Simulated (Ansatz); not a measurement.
# Te2Mo (CdCl2 (3R octahedral) bulk): optical response by level

How does Te2Mo (CdCl2 (3R octahedral) bulk) absorb light if electrons and holes don't interact? The runs, in order: optics with PBE on 6×6×6; optics with r2SCAN on 6×6×6.

Computed with Ansatz 0.2.0 (plane waves, PAW; no local fields, no excitons, unless a step's input says otherwise).

2 further runs of the same task are left out: 2 that didn't finish.

### 1 The system as given

Symmetry: R-3m, No. 166, trigonal system. The conventional cell has a = 3.502 Å, b = 3.502 Å, c = 21.206 Å, α = 90.00°, β = 90.00°, γ = 120.00°. Mo (site symmetry -3m) is surrounded by 6 Te at 2.73 Å. Te (site symmetry 3m) is surrounded by 3 Mo at 2.73 Å.

As a file:

```
CELL_PARAMETERS angstrom
1.75095 1.01091 7.06877
-1.75095 1.01091 7.06877
0.00000 -2.02183 7.06877
ATOMIC_POSITIONS crystal
Mo 0.00000 0.00000 0.00000
Te 0.24656 0.24656 0.24656
Te 0.75344 0.75344 0.75344
```

Cell and atoms come from an earlier r2SCAN+rVV10 relaxation. No spin polarisation is used; should the compound be magnetic, its bands and low-energy spectrum would differ. No run includes spin-orbit coupling, which matters for Te.

### 2 Optics, PBE

Contents of input.yaml:

```yaml
crystal:
  lattice:
    - [1.7509539888, 1.0109137567, 7.0687660149]
    - [-1.7509539888, 1.0109137567, 7.0687660149]
    - [0.0, -2.0218275135, 7.0687660149]
  atoms:
    - { symbol: Mo, position: [0.0, 0.0, 0.0] }
    - { symbol: Te, position: [0.2465646676, 0.2465646676, 0.2465646676] }
    - { symbol: Te, position: [0.7534353324, 0.7534353324, 0.7534353324] }
kpoints:
  mp_grid: { grid: [6, 6, 6] }
hamiltonian:
  xc: pbe
scf:
  occupations: { method: fermi_dirac, width: 0.02 }
output:
  optics:
    e_range: [0, 12]
    de: 0.05
    sigma: 0.1
    bands: { spectra_wanted_up_to: 12 }
```

The run is started by

```
ansatz run input.yaml --threads 4 --pin off --max-ram 3686MiB --backend cpu --events-out ev --progress --plain --runs-dir out
```

The program printed:

```text
Warning: RAYON_NUM_THREADS=4 ignored (pool sized by the plan → 4); use --threads N
basis.fft_grid_basis auto: the FFT boxes are laid along the combinations [[1, 0, -1], [0, 1, -1], [0, 0, 1]] of the cell's own vectors, 3.502, 3.502 and 7.352 Å long. The dense box has 24×24×50 points. Along the cell's own vectors, as sized, it would have 50×50×50, 4.34 times as many. Of the 12 symmetry operations that the crystal satisfies within crystal.symmetry.tolerance (time reversal apart; of a slab, those that keep its plane) the dense box along the cell's own vectors carries 12, and the one as laid loses 8 of those. basis.fft_grid_basis: typed keeps the cell's own vectors: state it where this run's energies or levels are differenced outside the engine with another run's, or held beside a run that keeps those vectors.
Engine: ansatz 0.2.0, aarch64-unknown-linux-gnu
Pseudopotentials: kind: paw
Pseudopotential: Mo, paw, valence charge 14, recommended cutoff 420 eV (normal), Mo.paw.azcp
Pseudopotential: Te, paw, valence charge 16, recommended cutoff 420 eV (normal), Te.paw.azcp
Functional definition: PBE
  parameter kappa = 0.804
  parameter beta = 0.06672455060314922
  exchange = pbe_x(kappa = kappa, mu = beta*pi^2/3)
  correlation = pbe_c(beta = beta)
Crystal: 3 atoms, lattice volume = 75.073 Å³
Basis set: ecut = 420 eV, 1463 PW (Γ), FFT grids on a1−a3, a2−a3, a3
Bands: 28, of which v1, the nominal top of the filled ones, is band 23 counted from 1 (22 counted from 0)
Symmetry: 12 space group operations
Space group: R-3m (ITA 166), of the structure as read, at distance tolerance 4.2e-5 Å
k-points: 32 of 216
Non-local potential: Mo, projectors of the file, l = 0: 3, l = 1: 2, l = 2: 2, l = 3: 1
Non-local potential: Te, projectors of the file, l = 0: 2, l = 1: 2, l = 2: 2, l = 3: 2
PAW form: soft (Blöchl's): semilocal exchange-correlation on the pseudo side does not see the compensation charge
PAW one-centre angular grid: Mo, 590 points (default); XC on 64 Gauss nodes
PAW one-centre angular grid: Te, 590 points (default); XC on 64 Gauss nodes
Initial density: superposition of atomic densities (neutral atoms: chi_scale 0, normalization atom), corrected by the library's trained network
Initial wavefunctions: pseudopotential atomic-orbital guess
Functional: x = pbe(κ = 0.804, μ = 0.2195149727645171), c = pbe(β = 0.06672455060314922)
SCF iter   1: F=—  HF=-18916.243561 eV  |F-HF|=—  |Δ(HF+E_count)|=         —  Δρ=2.43e-3  dr2=4.19e-3  ethr=1.77e-3  ⟨swp⟩=6.5  Hψ=3954  notcnv=0
preconditioner: auto → LDOS  [insulator: Δε(μ)=0.148 eV  Ē_g=7.392 eV  σ=0.020 eV  W_gap=0.51  n_scr=22 (ndim 8)  ℏωp=18.2 eV  f_vac=0.018  D(μ)=1.74/eV (n_scr^D=4)  ε∞_Penn≈7.1  β→1.0]
SCF iter   2: F=—  HF=-18916.245020 eV  |F-HF|=—  |Δ(HF+E_count)|=   1.46e-3  Δρ=5.97e-4  dr2=2.77e-4  ethr=9.11e-6  ⟨swp⟩=2.0  Hψ=1581  notcnv=0  defer=19
SCF iter   3: F=—  HF=-18916.245074 eV  |F-HF|=—  |Δ(HF+E_count)|=   5.42e-5  Δρ=2.13e-4  dr2=6.00e-5  ethr=6.02e-7  ⟨swp⟩=2.2  Hψ=1247  notcnv=0  defer=19
SCF iter   4: F=—  HF=-18916.245092 eV  |F-HF|=—  |Δ(HF+E_count)|=   1.76e-5  Δρ=1.56e-4  dr2=2.39e-5  ethr=1.30e-7  ⟨swp⟩=2.0  Hψ=1582  notcnv=0  defer=19
SCF iter   5: F=—  HF=-18916.245091 eV  |F-HF|=—  |Δ(HF+E_count)|=   1.53e-7  Δρ=2.44e-5  dr2=6.97e-7  ethr=5.20e-8  ⟨swp⟩=2.1  Hψ=1561  notcnv=0  defer=19
SCF iter   6: F=—  HF=-18916.245090 eV  |F-HF|=—  |Δ(HF+E_count)|=   8.95e-7  Δρ=7.29e-6  dr2=7.15e-8  ethr=1.52e-9  ⟨swp⟩=3.0  Hψ=1686  notcnv=0  defer=19
SCF iter   7: F=—  HF=-18916.245090 eV  |F-HF|=—  |Δ(HF+E_count)|=   1.33e-8  Δρ=1.82e-6  dr2=2.19e-9  ethr=1.55e-10  ⟨swp⟩=3.0  Hψ=1495  notcnv=0  defer=19
SCF iter   8: F=—  HF=-18916.245090 eV  |F-HF|=—  |Δ(HF+E_count)|=   2.05e-9  Δρ=4.08e-7  dr2=1.86e-10  ethr=4.76e-12  ⟨swp⟩=2.0  Hψ=1157  notcnv=0  defer=19
SCF iter   9: F=—  HF=-18916.245090 eV  |F-HF|=—  |Δ(HF+E_count)|=  5.09e-11  Δρ=1.56e-7  dr2=2.72e-11  ethr=1.00e-12  ⟨swp⟩=2.3  Hψ=1112  notcnv=0  defer=19
SCF iter  10: F=-18916.245090 eV  HF=-18916.245090 eV  |F-HF|=3.64e-12  |Δ(HF+E_count)|=  3.64e-12  Δρ=2.93e-8  dr2=4.85e-13  ethr=1.00e-12  ⟨swp⟩=5.5  Hψ=2273  notcnv=0
SCF 1 converged in 10 iterations: F = -18916.245090 eV  dr2 = 4.85e-13
NSCF: frozen V_eff on 32 k-points
Optics k sum: 0 of 32 k-points
[...]
output.optics: what the bands over the 47 summed would add to eps1, eps2 and the energy-loss function is held between a lower and an upper bound (7 Lanczos steps). eps1, eps2 and their loss function (loss_summed_bands) are given on every row as the summed bands alone make them. Along an axis, on a row where the two bounds hold the loss function to about 1 % of the greater of itself and 0.5 % of |1/eps|, its cell (loss_completed) is given, with the completed eps1 and eps2 that it is formed of (a cell that is left empty reads nan in the table and null in the record). The two bounds hold it so along every axis on all 240 rows up to 12.000 eV. The run works to bound the rows up to 12.000 eV and no higher ones: a peak of the loss function over that energy may be left empty with no warning. To have the run work for it, set output.optics.bands.spectra_wanted_up_to to a higher energy. perfect_screening_sum, loss_f_sum_n_eff and, beside carriers, perfect_screening_limit are those of loss_summed_bands: over the bounded function the two sums would run over rows that are not all bounded, and lack what the bands left out lay past the top of the energy grid. Bounded is said of the bands left out alone, which are those that the basis at basis.ecutwfc holds: it says nothing of that cutoff, of the k-point mesh, of what the sum inside its cells errs by (eps2_relative_error), of the factors of all_electron_strengths, nor of how far the SCF is converged. The bands left out are taken at the k-points, and what their mean over the points' cells stands off that by is in neither bound: the run's estimate of it, which the test of a row counts in, is 0.10 % of |eps| at the most among the values given; where the mean stood off by over 0.5 % the points' spread read 0.1 to 3 times that
SCF converged after 10 iterations
Free energy (F): -18916.245090 eV
Harris-Foulkes:  -18916.245090 eV  (|F-HF|=3.64e-12)
Internal energy: -18916.243094 eV  (E = F + TS)
E sigma→0 (E₀):  -18916.244092 eV
Entropy (-TS):   -0.001996 eV (-0.665 meV/atom)
Fermi energy:    12.880678 eV
--- Per-component energies (eV) ---
  E_band       = -574.238348
  E_kinetic    = 803.854452
  E_local      = -3658.698300  (includes V_loc(G=0)·N_el)
  E_nonlocal   = -476.307670
  E_hartree    = 2049.990299
  E_xc         = -432.516052
  E_vxc        = -437.983452  (∫ρ·V_xc dr)
  E_paw        = -12526.912574  (= ΣΔE_a)
  E_vpaw       = -905.083686  (= ΣTr[D̂ρ^β])
  E_aug_tail   = -0.000283  (compensation charges beyond the density's cutoff)
  E_ewald      = -4675.652967
  E_smearing   = -0.001996  (= −TS)
  E_closure    = 0.000000  (closes the sum)
  Σ components = -18916.245090   (vs F -18916.245090, Δ=0.00e0)
--- Band table (eV; the first three rows and the last of 32) ---
  k-point 0: bands = ["-48.4027", "-24.3190", "-24.3190", "-24.3097", "-24.3097", "-24.2470", "-24.2470", "-24.2422", "-24.2422", "-24.2231", "-24.2203", "-22.5185", "-22.4364", "-22.4364", "-0.5642", "0.6508", "6.6263", "10.4046", "10.4046", "11.2952", "11.7506", "12.1402", "12.1402", "14.3976", "14.3976", "16.4003", "16.4003", "18.4056"]
  k-point 1: bands = ["-48.4003", "-24.3168", "-24.3133", "-24.3128", "-24.3042", "-24.2516", "-24.2495", "-24.2456", "-24.2424", "-24.2205", "-24.2176", "-22.5026", "-22.4716", "-22.4432", "-0.1561", "0.8852", "7.1218", "9.5167", "10.4982", "10.8712", "11.3350", "11.8046", "12.0728", "13.4282", "14.4502", "15.1242", "15.8911", "18.7842"]
  k-point 2: bands = ["-48.3954", "-24.3229", "-24.3123", "-24.3004", "-24.2933", "-24.2629", "-24.2539", "-24.2473", "-24.2430", "-24.2157", "-24.2121", "-22.5442", "-22.4684", "-22.4570", "0.8764", "1.5024", "7.9347", "8.2107", "8.7603", "10.2055", "10.5981", "11.1983", "12.0362", "13.6213", "13.9250", "15.6366", "15.6383", "18.1339"]
  k-point 31: bands = ["-48.4027", "-24.3186", "-24.3186", "-24.3099", "-24.3099", "-24.2485", "-24.2485", "-24.2409", "-24.2409", "-24.2218", "-24.2216", "-22.5186", "-22.4364", "-22.4364", "-0.2319", "0.1641", "7.9044", "9.0969", "10.4253", "10.4253", "12.1455", "12.1455", "12.3296", "14.2101", "14.2101", "16.6186", "16.6186", "18.8931"]
```

It took 61 s on 4 threads of Arm Neoverse V1, shared host; peak memory 0.98 GiB.

From the head of optics.tsv:

```
# eps2_relative_error = 0.0020
# drude_weight_relative_error = 0.0169
# drude_damping_ev = 0e0
# drude_plasma_energy_squared_ev2(xx yy zz xy xz yz) = 4.497731 4.497731 1.962212 -0.000000 0.000000 0.000000
# drude_plasma_energy_ev(xx yy zz) = 2.120785 2.120785 1.400790
# f_sum_n_eff(xx yy zz) = 25.938638 25.938638 26.154068 of n_electrons = 46.000000
# n_bands = 47
# n_bands_set_by = photon_energy
# valid_up_to_ev = 17.801513
```

The dielectric function from optics.tsv (yy equals xx), one row in 6 (narrow peaks fall between the rows):

```tsv
E (eV)	ε₂ xx	ε₂ zz	ε₁ xx	ε₁ zz
0.05	23.25	13.74	-1688.80	-723.52
0.35	57.43	26.28	7.39	7.44
0.65	33.06	15.03	-3.20	6.09
0.95	16.81	9.12	9.24	9.42
1.25	22.04	7.75	17.34	12.38
1.55	18.71	9.55	8.39	10.68
1.85	20.07	7.06	14.12	8.21
2.15	21.54	5.90	0.74	10.97
2.45	16.03	6.77	4.85	13.33
2.75	16.20	7.72	7.36	14.85
3.05	18.33	11.20	3.25	17.28
3.35	15.17	19.14	-1.04	12.08
3.65	15.89	19.62	-0.31	6.74
3.95	11.79	17.02	-0.71	2.64
4.25	14.07	14.74	-0.88	1.20
4.55	10.01	10.68	-3.24	-0.16
4.85	10.06	10.88	-2.55	0.83
5.15	8.59	8.02	-4.03	-0.11
5.45	6.94	8.20	-3.06	3.51
5.75	6.52	10.60	-3.92	0.49
6.05	4.06	8.19	-2.88	0.78
6.35	4.00	7.89	-1.35	1.79
6.65	4.30	11.23	-0.87	2.81
6.95	3.68	11.81	-0.64	-1.50
7.25	3.77	9.35	1.05	-2.31
7.55	5.71	9.38	0.94	-2.48
7.85	6.22	8.84	-0.01	-4.19
8.15	5.78	6.79	-0.54	-4.28
8.45	6.07	6.15	-0.64	-4.24
8.75	6.01	5.00	-1.75	-4.41
9.05	5.08	4.32	-2.60	-4.16
9.35	4.76	3.72	-2.47	-3.78
9.65	4.03	2.88	-2.89	-3.59
9.95	3.39	2.60	-2.84	-3.00
10.25	2.79	2.53	-2.64	-2.61
10.55	2.44	2.23	-2.38	-2.28
10.85	2.10	2.59	-2.07	-1.98
11.15	2.02	2.58	-1.72	-2.32
11.45	2.13	1.95	-1.62	-2.53
11.75	1.95	1.71	-1.66	-2.13
```

Tallest peaks of ε₂ (mean of the periodic axes): 47.0 at 0.35 eV, 19.4 at 1.40 eV, 20.2 at 2.05 eV. The bands are partly filled, so the low end hangs on the mesh and the damping.

(Part 1 of 2 ends here.)
